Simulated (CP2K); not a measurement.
Runs of CP2K 2026.2 on WS2 (Tungstenite). It takes space group P6_3/mmc (No. 194, hexagonal). The conventional cell has a = 3.180 Å, b = 3.180 Å, c = 12.500 Å, α = 90.00°, β = 90.00°, γ = 120.00°. W (site symmetry -6m2) is surrounded by 6 S at 2.41 Å. Around S (site symmetry 3m) lie 3 W at 2.41 Å. 

```tsv
level	potentials or basis	smearing	EPS_DEFAULT	NGRIDS	points a segment of the path (NPOINTS)	bands added on the path	CUTOFF of the grids	gap on the mesh (eV)	pressure (GPa)	largest force (eV/Å)
LDA	GTH_POTENTIALS W GTH-PADE-q14, S GTH-PADE-q6; TZVP-MOLOPT-PBE-GTH basis	fermi-dirac 0.1 eV	1.0E-9	4	6	4	450 Ry	(a)	-15.3	0.63
r2SCAN	POTENTIAL_UZH W GTH-SCAN-q14, S GTH-SCAN-q6; TZVP-MOLOPT-SCAN-GTH basis	fermi-dirac 0.05 eV	1.0E-10	5	8	4	675 Ry	1.27	(b)	0.23
TB-mBJ	POTENTIAL_UZH W GTH-PBE-q14, S GTH-PBE-q6; TZVP-MOLOPT-PBE-GTH basis	fermi-dirac 0.05 eV	1.0E-9	4	10	4	675 Ry	1.22	-	-
PBEsol	POTENTIAL_UZH W GTH-PBE-q14, S GTH-PBE-q6; TZVP-MOLOPT-PBE-GTH basis	fermi-dirac 0.1 eV	1.0E-9	5	8	6	450 Ry	1.07	-2.2	0.07
```

Alike in all rows: task band structure; no spin polarisation; cell as given; k mesh 10 × 10 × 3.

Problem. Fill in the values left out.

Solution. (a) 0.89; (b) -1.0.

Caveats: spin-orbit coupling is left out, which moves the levels of the heavy elements; the basis of atomic orbitals isn't converged, which shifts pressures, moduli and gaps; the potentials were made for another functional, which shifts forces and pressure (some runs); so large a pressure means that the cell lies far from this level's equilibrium, or that cutoff or potentials fall short (some runs); this is a model potential without an energy functional, so only levels have meaning (some runs); this functional lacks dispersion, which binds the layers, so the pressure and a relaxed spacing across them are unreliable (some runs).

A k mesh can miss the band edges, and the runs leave out spin-orbit coupling on W.

Runs at the PBE level aren't shown here.
